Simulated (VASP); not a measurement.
**VASP 6.6.1 run: PbS**

INCAR

```
LREAL = .FALSE.
LASPH = .TRUE.
GGA = PE
EDIFF = 1E-7
NSW = 0
LCHARG = .FALSE.
ISIF = 2
AMIX = 0.2
ENCUT = 600
SIGMA = 0.02
NBANDS = 17
IBRION = -1
NELMDL = 0
LWAVE = .FALSE.
ISMEAR = -1
NELM = 85
PREC = Accurate
```

KPOINTS

```
KPOINTS created by Atomic Simulation Environment
0
Gamma
8 8 8
0 0 0
```

POSCAR

```
Pb S
 1.0000000000000000
     0.0000000000000000    2.9872326761987287    2.9872326761987287
     2.9872326761987287   -0.0000000000000000    2.9872326761987287
     2.9872326761987287    2.9872326761987287   -0.0000000000000000
 Pb  S
   1   1
Cartesian
  0.0000000000000000  0.0000000000000000  0.0000000000000000
  2.9872326761987287  2.9872326761987287  2.9872326761987287
```

The recommended PBE PAW datasets give the neutral cell 20 valence electrons.

Command

```
mpirun -np 1 vasp_std
```

Question: How does this run end, and what does it give?

Answer: It converged. Results: gap between bands v and c on the k mesh 0.44 eV; least direct gap on the k mesh 0.44 eV; pressure 0.9 GPa. Band v is the last that the valence electrons fill when counted band by band, and c is the next.

OSZICAR

```
N       E                     dE             d eps       ncg     rms          rms(c)
DAV:   1     0.170253321451E+03    0.17025E+03   -0.10556E+04   986   0.137E+03
DAV:   2     0.425192659462E+01   -0.16600E+03   -0.15883E+03  1085   0.341E+02
DAV:   3    -0.890991269459E+01   -0.13162E+02   -0.13054E+02  1273   0.978E+01
DAV:   4    -0.925698382556E+01   -0.34707E+00   -0.34659E+00  1274   0.172E+01
DAV:   5    -0.926926284508E+01   -0.12279E-01   -0.12278E-01  1429   0.321E+00    0.448E+00
DAV:   6    -0.892170952101E+01    0.34755E+00   -0.36149E-01  1506   0.402E+00    0.360E+00
DAV:   7    -0.876118288782E+01    0.16053E+00   -0.84089E-01  1496   0.530E+00    0.235E+00
DAV:   8    -0.877951211094E+01   -0.18329E-01   -0.14023E-01  1328   0.305E+00    0.479E-01
DAV:   9    -0.876714024870E+01    0.12372E-01   -0.36599E-02  1498   0.131E+00    0.209E-01
DAV:  10    -0.876719824439E+01   -0.57996E-04   -0.53830E-03  1148   0.441E-01    0.110E-01
DAV:  11    -0.876748402110E+01   -0.28578E-03   -0.50614E-04  1059   0.132E-01    0.523E-02
DAV:  12    -0.876747142537E+01    0.12596E-04   -0.37369E-05  1402   0.571E-02    0.244E-02
DAV:  13    -0.876747105631E+01    0.36906E-06   -0.39772E-05  1381   0.732E-02    0.278E-02
DAV:  14    -0.876747092127E+01    0.13504E-06   -0.45025E-06  1280   0.217E-02    0.628E-03
DAV:  15    -0.876747058375E+01    0.33752E-06   -0.14842E-06  1198   0.612E-03    0.371E-03
DAV:  16    -0.876747054045E+01    0.43296E-07   -0.28918E-07  1023   0.378E-03
   1 F= -.87674705E+01 E0= -.87674705E+01  d E =-.120409E-06
```

For comparison, a separate PBE run of the intended cell, on usual settings and not on those above, gives a gap of 0.44 eV on its mesh and a pressure of 0.9 GPa.
